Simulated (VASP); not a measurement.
Consider the following.

```yaml
crystal:
  lattice:
    - [6.20886, 0.00000, 0.00000]
    - [0.00000, 6.20886, 0.00000]
    - [0.00000, 0.00000, 6.20886]
  atoms:
    - { symbol: Cs, position: [0.00000, 0.00000, 0.00000] }
    - { symbol: Pb, position: [0.50000, 0.50000, 0.50000] }
    - { symbol: I, position: [0.50000, 0.00000, 0.50000] }
    - { symbol: I, position: [0.00000, 0.50000, 0.50000] }
    - { symbol: I, position: [0.50000, 0.50000, 0.00000] }
```

These are PBEsol GGA with spin-orbit coupling, VASP's PBE PAW potentials (set 64) (plane waves; VASP 6.6.1) values and carry that method's errors. Run with 400 eV cut-off, 4×4×4 Γ-centred mesh, Gaussian smearing of 0.050 eV, potentials Cs_sv Pb_d I.

### Question
The job: CsPbI3 (cubic perovskite), 5 atoms, PBEsol+SOC, static run, 400 eV, 4×4×4 Γ-centred mesh. Roughly how much core time does it take on a busy server core?

### Answer
About 8 core-minutes (one run on a shared machine, a rough figure). It had 10 irreducible k-points, 52 bands, up to 8776 plane waves and 14 electronic steps.

The compound is CsPbI3 in the cubic perovskite structure, the ideal cubic form; the compound distorts at low or room temperature. It was relaxed first.
